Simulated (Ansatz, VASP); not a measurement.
Pb: VASP beside Ansatz

INCAR

```
SYSTEM = Pb
PREC = Accurate
ENCUT = 520
EDIFF = 1E-6
ISMEAR = -1
SIGMA = 0.05
LREAL = .FALSE.
LASPH = .TRUE.
NELM = 150
ALGO = Normal
ISIF = 2
LWAVE = .FALSE.
LCHARG = .FALSE.
MAGMOM = 0 0 0
LORBIT = 11
LSORBIT = .TRUE.
GGA_COMPAT = .FALSE.
LORBMOM = .TRUE.
GGA = PE
NBANDS = 25
```

The input KPOINTS:

```
Automatic mesh
0
G
  13 13 13
  0 0 0
```

Contents of POSCAR:

```
Pb
1.0
   -1.9979355458      1.9979355458      1.9979355458
    1.9979355458     -1.9979355458      1.9979355458
    1.9979355458      1.9979355458     -1.9979355458
Pb
1
Direct
    0.0000000000      0.0000000000      0.0000000000
```

Input for Ansatz:

```yaml
crystal:
  lattice:
    - [-1.9979355458, 1.9979355458, 1.9979355458]
    - [1.9979355458, -1.9979355458, 1.9979355458]
    - [1.9979355458, 1.9979355458, -1.9979355458]
  atoms:
    - { symbol: Pb, position: [0.0, 0.0, 0.0] }
kpoints:
  mp_grid: { grid: [13, 13, 13] }
  band_path:
    path:
      - [0.0, 0.0, 0.0]
      - [0.5, -0.5, 0.5]
      - [0.0, 0.0, 0.5]
      - [0.0, 0.0, 0.0]
      - [0.25, 0.25, 0.25]
      - [0.5, -0.5, 0.5]
      - [0.25, 0.25, 0.25]
      - [0.0, 0.0, 0.5]
    npoints: 5
scf:
  occupations: { method: fermi_dirac, width: 0.05 }
hamiltonian:
  xc: pbe
  pseudopotentials: { kind: all_electron, lapw: { basis_error: 0.00025 } }
output:
  forces: true
  stress: true
  eigenvalues: true
magnetization:
  noncollinear: true
  spin_orbit: true
```

Alike in both runs: task single point; functional PBE; k mesh 13 × 13 × 13; occupations fermi-dirac, width 0.05 eV; non-collinear spin, spin-orbit coupling.

|  | VASP | Ansatz |
| --- | --- | --- |
| version | VASP 6.6.1 | Ansatz 0.2.0 |
| potentials or method | VASP PAW PBE potentials, release 64 (Pb_d) | all-electron LAPW |
| plane-wave cutoff (eV) | 520 | see its input |

|  | VASP | Ansatz | Ansatz less VASP |
| --- | --- | --- | --- |
| pressure (GPa) | 0.2 | 0.2 | +0.01 |
| net moment per atom (μB) | 0.00 | 0.00 | 0.000 |

Ansatz ran all-electron here, so the differences hold the error of VASP's frozen core and of both bases.
